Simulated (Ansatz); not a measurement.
# TiAl (P-6m2) in Ansatz: further runs, part 2 of 3

Ansatz 0.2.0. Earlier steps stand in the parts before.

## Step 3: Relaxation of cell and atoms, PBEsol+D3(BJ)

input.yaml

```yaml
crystal:
  lattice:
    - [2.8672622327, 0.0, 0.0]
    - [-1.4336311163, 2.4831219328, 0.0]
    - [0.0, 0.0, 4.678083]
  atoms:
    - { symbol: Ti, position: [0.0, 0.0, 0.0] }
    - { symbol: Al, position: [0.3333333333, 0.6666666667, 0.5] }
hamiltonian:
  xc: pbesol
  pseudopotentials: { kind: paw }
  dispersion: d3bj
kpoints:
  mp_grid: { grid: [11, 11, 6] }
scf:
  occupations: { method: fermi_dirac, width: 0.05 }
output:
  forces: true
  stress: true
  eigenvalues: true
relax:
  f_tol: 0.01
  max_steps: 40
  cell: { stress_tol: 0.05 }
```

Potentials or basis: Ansatz PAW.

The run is started by

```sh
> ansatz run input.yaml --threads 2 --pin off --max-ram 5632MiB --backend cpu --events-out ev --progress --plain --runs-dir out
```

The program printed:

```text
Warning: RAYON_NUM_THREADS=2 ignored (pool sized by the plan → 2); use --threads N
Engine: ansatz 0.2.0, aarch64-unknown-linux-gnu
Pseudopotentials: kind: paw
Pseudopotential: Ti, paw, valence charge 12, recommended cutoff 420 eV (normal), Ti.paw.azcp
Pseudopotential: Al, paw, valence charge 3, recommended cutoff 420 eV (normal), Al.paw.azcp
Functional definition: PBEsol
  exchange = pbesol_x
  correlation = pbesol_c
Crystal: 2 atoms, lattice volume = 33.307 Å³
Basis set: ecut = 420 eV, 663 PW (Γ), exchange–correlation on 40×40×64 points (8 copies of the dense FFT grid, shifted against one another)
Bands: 12, of which v1, the nominal top of the filled ones, is band 8 counted from 1 (7 counted from 0)
Symmetry: 12 space group operations
Space group: P-6m2 (ITA 187), of the structure as read, at distance tolerance 3.2e-5 Å
k-points: 64 of 726 (time reversal used)
Non-local potential: Ti, projectors of the file, l = 0: 3, l = 1: 2, l = 2: 3, l = 3: 1
Non-local potential: Al, projectors of the file, l = 0: 2, l = 1: 2, l = 2: 1
PAW form: soft (Blöchl's): semilocal exchange-correlation on the pseudo side does not see the compensation charge
PAW frozen core: Ti, regenerated for the run's functional, and the local potential with it (the file was generated under x = pbe(κ = 0.804, μ = 0.2195149727645171), c = pbe(β = 0.06672455060314922))
PAW frozen core: Al, regenerated for the run's functional, and the local potential with it (the file was generated under x = pbe(κ = 0.804, μ = 0.2195149727645171), c = pbe(β = 0.06672455060314922))
PAW one-centre angular grid: Ti, 590 points (default); XC on 64 Gauss nodes
PAW one-centre angular grid: Al, 110 points (default); XC on 64 Gauss nodes
Initial density: superposition of atomic densities (neutral atoms: chi_scale 0, normalization atom), corrected by the library's trained network
Initial wavefunctions: pseudopotential atomic-orbital guess
Functional: x = pbesol(κ = 0.804, μ = 0.12345679012345678), c = pbesol(β = 0.046)
SCF iter   1: F=—  HF=-2999.869741 eV  |F-HF|=—  |Δ(HF+E_count)|=         —  Δρ=9.53e-3  dr2=4.40e-2  ethr=1.77e-3  ⟨swp⟩=5.1  Hψ=3936  notcnv=0
preconditioner: auto → none  [metal: Δε(μ)=0.004 eV  Ē_g=5.144 eV  σ=0.050 eV  W_gap=0.02  n_scr=2 (ndim 8)  ℏωp=17.0 eV  f_vac=0.000  D(μ)=2.85/eV (n_scr^D=34)  sad-step TF]
SCF iter   2: F=—  HF=-2999.864907 eV  |F-HF|=—  |Δ(HF+E_count)|=   4.83e-3  Δρ=5.95e-3  dr2=2.10e-2  ethr=2.93e-4  ⟨swp⟩=2.0  Hψ=1537  notcnv=0
SCF iter   3: F=—  HF=-2999.861580 eV  |F-HF|=—  |Δ(HF+E_count)|=   3.33e-3  Δρ=1.16e-3  dr2=1.02e-3  ethr=1.40e-4  ⟨swp⟩=2.0  Hψ=1135  notcnv=0
SCF iter   4: F=—  HF=-2999.861312 eV  |F-HF|=—  |Δ(HF+E_count)|=   2.68e-4  Δρ=2.85e-4  dr2=1.06e-5  ethr=6.79e-6  ⟨swp⟩=2.3  Hψ=1034  notcnv=0
SCF iter   5: F=—  HF=-2999.861287 eV  |F-HF|=—  |Δ(HF+E_count)|=   2.55e-5  Δρ=3.59e-5  dr2=5.34e-7  ethr=7.05e-8  ⟨swp⟩=2.1  Hψ=1196  notcnv=0
SCF iter   6: F=-2999.861287 eV  HF=-2999.861287 eV  |F-HF|=1.01e-8  |Δ(HF+E_count)|=   3.27e-9  Δρ=5.58e-6  dr2=1.39e-8  ethr=6.67e-10  ⟨swp⟩=5.0  Hψ=3197  notcnv=0
SCF 1 converged in 6 iterations: F = -2999.861287 eV  dr2 = 1.39e-8
relax step   1: F+E_penalty+E_count = -2999.86128658 eV  Δ(F+E_penalty+E_count) = +0.000e0 eV  max|allowed force component| = 2.429e-17 eV/Å  Δτ_max = 0.0000 Å  P = -7.305 GPa  Ω = 33.307 Å³  (6 SCF iters, dr2 threshold 1.00e-7 eV, accepted)
Crystal: 2 atoms, lattice volume = 29.550 Å³
Basis set: ecut = 420 eV, 579 PW (Γ), exchange–correlation on 40×40×64 points (8 copies of the dense FFT grid, shifted against one another)
Initial density: handed on by an earlier stage of this run
Initial wavefunctions: those handed on with the density
iter 1 solved again at ethr=9.40e-5 eV; its pass at ethr=3.10e-3 eV (dr2=1.41e-2 eV) is discarded
SCF iter   1: F=—  HF=-2999.884801 eV  |F-HF|=—  |Δ(HF+E_count)|=         —  Δρ=4.48e-3  dr2=1.41e-2  ethr=9.40e-5  ⟨swp⟩=1.0  Hψ=5133  notcnv=0
preconditioner: auto → none  [metal: Δε(μ)=0.012 eV  Ē_g=5.590 eV  σ=0.050 eV  W_gap=0.06  n_scr=2 (ndim 8)  ℏωp=18.1 eV  f_vac=0.000  D(μ)=2.64/eV (n_scr^D=34)]
SCF iter   2: F=—  HF=-2999.880663 eV  |F-HF|=—  |Δ(HF+E_count)|=   4.14e-3  Δρ=2.00e-3  dr2=1.04e-3  ethr=9.37e-5  ⟨swp⟩=2.4  Hψ=1065  notcnv=0
[... 49 lines left out ...]
Initial wavefunctions: pseudopotential atomic-orbital guess (no wavefunctions were taken with the density)
iter 1 solved again at ethr=1.35e-8 eV; its pass at ethr=3.10e-3 eV (dr2=2.03e-6 eV) is discarded
SCF iter   1: F=—  HF=-2999.914809 eV  |F-HF|=—  |Δ(HF+E_count)|=         —  Δρ=4.70e-5  dr2=8.72e-8  ethr=1.35e-8  ⟨swp⟩=3.0  Hψ=6052  notcnv=0
preconditioner: auto → none  [metal: Δε(μ)=0.021 eV  Ē_g=5.373 eV  σ=0.050 eV  W_gap=0.10  n_scr=2 (ndim 8)  ℏωp=17.6 eV  f_vac=0.000  D(μ)=2.69/eV (n_scr^D=34)]
SCF iter   2: F=—  HF=-2999.914774 eV  |F-HF|=—  |Δ(HF+E_count)|=   3.53e-5  Δρ=2.31e-5  dr2=1.83e-8  ethr=5.81e-10  ⟨swp⟩=2.0  Hψ=993  notcnv=0
SCF iter   3: F=—  HF=-2999.914774 eV  |F-HF|=—  |Δ(HF+E_count)|=   3.00e-8  Δρ=2.30e-6  dr2=6.02e-10  ethr=1.22e-10  ⟨swp⟩=2.6  Hψ=1284  notcnv=0
SCF iter   4: F=—  HF=-2999.914774 eV  |F-HF|=—  |Δ(HF+E_count)|=  1.70e-10  Δρ=6.03e-7  dr2=6.74e-11  ethr=4.01e-12  ⟨swp⟩=2.1  Hψ=1002  notcnv=0
iter 5 did not close the SCF: its close was put off for the readings that it lacked (scf_convergence_deferred on its scf_iter line)
SCF iter   5: F=-2999.914774 eV  HF=-2999.914774 eV  |F-HF|=9.09e-13  |Δ(HF+E_count)|=  1.00e-11  Δρ=1.34e-7  dr2=2.03e-12  ethr=1.00e-12  ⟨swp⟩=1.2  Hψ=807  notcnv=0
SCF iter   6: F=-2999.914774 eV  HF=-2999.914774 eV  |F-HF|=9.09e-13  |Δ(HF+E_count)|=    0.00e0  Δρ=2.61e-8  dr2=6.98e-14  ethr=1.00e-12  ⟨swp⟩=3.0  Hψ=2674  notcnv=0
SCF 6 converged in 6 iterations: F = -2999.914774 eV  dr2 = 6.98e-14
relax step   6: F+E_penalty+E_count = -2999.91477386 eV  Δ(F+E_penalty+E_count) = +3.520e-4 eV  max|allowed force component| = 1.908e-17 eV/Å  Δτ_max = 0.0000 Å  P = -0.019 GPa  Ω = 31.097 Å³  stress off target by 2.06e-2 GPa  SCF on the basis re-selected at this cell (its energy is not comparable with the rows above)  (6 SCF iters)
basis re-selected at this cell: Δ(F+E_penalty+E_count) = +3.520e-4 eV, ΔP = -0.018 GPa vs the last step (what re-selecting the basis moved, of the pressure what is left beyond the Pulay correction that the steps carried, after the strain that the cell walked since its last selection, with what the two solves' SCF thresholds leave and, on support functions, any second-order correction that the steps lacked; it is no measure of the basis error at this ecutwfc). This SCF's stress stands 2.06e-2 GPa from its target on what of the cell is left free (relax.cell.stress_tol is 5.00e-2 GPa) and its largest allowed force component is 1.91e-17 eV/Å (relax.f_tol is 1.00e-2 eV/Å): within both
SCF converged after 6 iterations
Free energy (F): -2999.914774 eV
Harris-Foulkes:  -2999.914774 eV  (|F-HF|=9.09e-13)
Internal energy: -2999.892829 eV  (E = F + TS)
E sigma→0 (E₀):  -2999.903801 eV
Entropy (-TS):   -0.021945 eV (-10.973 meV/atom)
Fermi energy:    11.246251 eV
--- Per-component energies (eV) ---
  E_band       = -155.731277
  E_kinetic    = 298.194285
  E_local      = -1124.759522  (includes V_loc(G=0)·N_el)
  E_nonlocal   = 20.293275
  E_hartree    = 488.782643
  E_xc         = -137.329735
  E_vxc        = -152.255455  (∫ρ·V_xc dr)
  E_paw        = -1477.762650  (= ΣΔE_a)
  E_vpaw       = -174.769261  (= ΣTr[D̂ρ^β])
  E_aug_tail   = 0.000118  (compensation charges beyond the density's cutoff)
  E_ewald      = -1066.490032
  E_disp       = -0.979734  (pairwise vdW)
  E_core_change = 0.158523  (= ΣΔE_core)
  E_smearing   = -0.021945  (= −TS)
  E_closure    = -0.000000  (closes the sum)
  Σ components = -2999.914774   (vs F -2999.914774, Δ=0.00e0)
--- Forces (eV/Å), atoms counted from 1 ---
  atom   1  Ti     0.00000000     0.00000000    -0.00000000
  atom   2  Al     0.00000000    -0.00000000     0.00000000
  max |Σ_I F_I| component: 3.59e-17 eV/Å
--- Stress (GPa, compression-positive) ---
       -0.017860      -0.000000       0.000000
        0.000000      -0.017860       0.000000
        0.000000       0.000000      -0.020574
  P = ⅓ Tr σ = -0.0188 GPa (-0.188 kbar)
--- Band table (eV; the first three rows and the last of 64) ---
  k-point 0: bands = ["-44.8383", "-21.2883", "-20.7862", "-20.7862", "2.0249", "8.8895", "9.4256", "12.6228", "12.6228", "14.2654", "14.2654", "15.5413"]
  k-point 1: bands = ["-44.8382", "-21.2900", "-20.7862", "-20.7862", "2.2086", "7.7708", "10.1679", "12.6260", "12.6260", "14.2436", "14.2436", "16.1130"]
  k-point 2: bands = ["-44.8382", "-21.2934", "-20.7861", "-20.7861", "2.6724", "6.4734", "10.6460", "12.6325", "12.6325", "14.2007", "14.2007", "17.4371"]
  k-point 63: bands = ["-44.6963", "-21.3568", "-21.2145", "-21.1545", "8.6118", "9.4613", "10.5231", "10.9119", "11.2992", "12.5700", "14.7691", "16.4221"]
--- Relaxed structure (5 steps of the walk, 5 accepted, 1 SCFs on fresh bases) ---
  F+E_penalty+E_count = -2999.91477386 eV   max|allowed force component| = 1.908e-17 eV/Å   (the final SCF, on the basis selected at the relaxed cell)
  cell:  # Å, volume = 31.0975 Å³
    - [2.803851671971692, -2.8229010449323445e-11, 2.443088848114809e-29]
    - [-1.4019258359613989, 2.4282067763850725, -2.101662005600766e-18]
    - [-3.0802783685975334e-33, -3.959430735221337e-18, 4.567560239767546]
  atoms:
    - { symbol: Ti, position: [4.220370675797454e-53, -3.7007434155248937e-17, 3.4736523284788443e-35] }
    - { symbol: Al, position: [0.3333333333333333, 0.6666666666666665, 0.5] }
```

Wall time 9.9 s (2 threads of Arm Neoverse V1, shared host); peak memory 0.33 GiB.

What came out:

* Free energy: -2999.9148 eV
* Relaxed volume: 15.55 Å³/atom
* Relaxed cell: a = 2.804 Å, b = 2.804 Å, c = 4.568 Å, α = 90.00°, β = 90.00°, γ = 120.00°
* Space group after relaxing (to 0.05 Å): P-6m2 (No. 187)
* Energy gained by relaxing: 26.7 meV/atom
* Ionic steps: 6
* Pressure after relaxing: 0.0 GPa
* Band gap on the k mesh: none (metal or under the smearing width)

Step by step:
| step | energy change (eV) | largest force (eV/Å) | volume (Å³) |
| --- | --- | --- | --- |
| 1 | 0.0000 | 0.0000 | 33.31 |
| 2 | -0.0190 | 0.0000 | 29.55 |
| 3 | -0.0535 | 0.0000 | 31.26 |
| 4 | -0.0538 | 0.0000 | 31.11 |
| 5 | -0.0538 | 0.0000 | 31.10 |
| 6 | -0.0535 | 0.0000 | 31.10 |

Final structure:
```xyz
2
Lattice="2.8039 0.0000 0.0000 -1.4019 2.4282 0.0000 0.0000 0.0000 4.5676" Properties=species:S:1:pos:R:3 pbc="T T T"
Ti    0.0000    0.0000    0.0000
Al    0.0000    1.6188    2.2838
```

Caveat: the plane-wave basis is chosen anew once the cell has moved, so the energies of steps on either side of that aren't comparable; pairwise dispersion overbinds metals, which lowers pressure and volume; the PAW data sets come from PBE, with cores solved anew for the run's functional, which leaves a small shift of forces and pressure.

## Step 4: Relaxation of cell and atoms, PBEsol+D3(BJ)-ATM

Edit input.yaml of step 3 so:

```diff
@@ -11,3 +11,3 @@
   pseudopotentials: { kind: paw }
-  dispersion: d3bj
+  dispersion: d3bjatm
 kpoints:
```

The run is started by

```sh
> ansatz run input.yaml --threads 2 --pin off --max-ram 5632MiB --backend cpu --events-out ev --progress --plain --runs-dir out
```

Run time: 12 s. Hardware: 2 threads of Arm Neoverse V1, shared host; peak memory 0.33 GiB.

Results (log left out):

```
Free energy                            : -2999.8296 eV
Relaxed volume                         : 15.66 Å³/atom
Relaxed cell                           : a = 2.812 Å, b = 2.812 Å, c = 4.575 Å, α = 90.00°, β = 90.00°, γ = 120.00°
Space group after relaxing (to 0.05 Å) : P-6m2 (No. 187)
Energy gained by relaxing              : 21.6 meV/atom
Ionic steps                            : 7
Pressure after relaxing                : 0.0 GPa
Band gap on the k mesh                 : none (metal or under the smearing width)
```

Step by step:
```
step  energy change (eV)  largest force (eV/Å)  volume (Å³)
   1              0.0000                0.0000        33.31
   2             -0.0147                0.0000        29.91
   3             -0.0432                0.0000        31.46
   4             -0.0435                0.0000        31.34
   5             -0.0431                0.0000        31.34
   6             -0.0432                0.0000        31.32
   7             -0.0431                0.0000        31.32
```

Final structure:
```
Ti Al
1.0
     2.81168    0.00000    0.00000
    -1.40584    2.43499    0.00000
     0.00000    0.00000    4.57516
Ti Al
1 1
Direct
  0.00000 0.00000 0.00000
  0.33333 0.66667 0.50000
```

Levels at points of the mesh, in eV from the Fermi level:
```tsv
k point	band 5	band 6	band 7	band 8	band 9	band 10
(0.00, 0.00, 0.00)	-9.18	-2.34	-1.81	1.37	1.37	2.99
(0.00, 0.00, -0.50)	-8.21	-5.38	-0.45	1.38	1.38	2.91
```

Caveat: the plane-wave basis is chosen anew once the cell has moved, so the energies of steps on either side of that aren't comparable; pairwise dispersion overbinds metals, which lowers pressure and volume; the PAW data sets come from PBE, with cores solved anew for the run's functional, which leaves a small shift of forces and pressure.

[end of part 2 of 3]
